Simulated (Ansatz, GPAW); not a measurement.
Given: the input of a run of Ansatz 0.2.0 on PbSe (Clausthalite). 

Contents of input.yaml:

```yaml
crystal:
  lattice:
    - [0.0, 3.06065, 3.06065]
    - [3.06065, 0.0, 3.06065]
    - [3.06065, 3.06065, 0.0]
  atoms:
    - { symbol: Pb, position: [0.0, 0.0, 0.0] }
    - { symbol: Se, position: [0.5, 0.5, 0.5] }
kpoints:
  mp_grid: { grid: [8, 8, 8] }
scf:
  occupations: { method: gaussian, width: 0.024 }
hamiltonian:
  xc: pbe
  pseudopotentials: { kind: all_electron, lapw: { basis_error: 0.001 } }
output:
  forces: true
  stress: true
  eigenvalues: true
```

Potentials or basis: all-electron LAPW, scalar-relativistic.

Run with:

```bash
$ ansatz run input.yaml --threads 1 --pin off --max-ram 3072MiB --backend cpu --events-out ev --progress --plain --runs-dir out
```

**Question.** Translate it to GPAW 26.7.0 (ASE script). Potentials or basis there: GPAW PAW data sets (gpaw-data 1.2.1), cutoff 600 eV.

**Answer.** As run (cutoffs and basis follow the program's own potentials, and thresholds, step limits or extra output files can differ):

The input run.py:

```python
from ase.dft.bandgap import bandgap
from ase.io import read, write
from ase.units import GPa
from gpaw import GPAW, PW

atoms = read('POSCAR')

calc = GPAW(mode=PW(600),
            xc='PBE',
            kpts={'size': (8, 8, 8), 'gamma': True},
            occupations={'name': 'methfessel-paxton', 'order': 0, 'width': 0.024},
            nbands=19,
            convergence={'density': 1e-05, 'energy': 1e-05},
            maxiter=150,
            txt='gpaw.txt')
atoms.calc = calc
energy = atoms.get_potential_energy()
forces = atoms.get_forces()
stress = atoms.get_stress()
calc.write('gs.gpw')
write('result.traj', atoms)
print(f'Energy: {energy:.6f} eV')
print('Forces (eV/A):')
print(forces.round(4))
print('Stress (GPa):', (stress / GPa).round(3))
print('Fermi level:', round(calc.get_fermi_level(), 4), 'eV')
print(f'Gap: {bandgap(calc)[0]:.4f} eV, direct: {bandgap(calc, direct=True)[0]:.4f} eV')
```

File POSCAR:

```
PbSe
1.0
    0.0000000000      3.0606500000      3.0606500000
    3.0606500000      0.0000000000      3.0606500000
    3.0606500000      3.0606500000      0.0000000000
Pb Se
1 1
Direct
    0.0000000000      0.0000000000      0.0000000000
    0.5000000000      0.5000000000      0.5000000000
```

Potentials or basis: GPAW PAW data sets (gpaw-data 1.2.1), pw.

Launch:

```console
$ OMP_NUM_THREADS=1 python run.py
```

Both were run:

|  | Ansatz | GPAW |
| --- | --- | --- |
| Pressure | 2.4 GPa | 2.2 GPa |

Where Ansatz's input types no cutoff or centring, it takes its own default and a Γ-centred mesh.

Pressure is positive in compression.
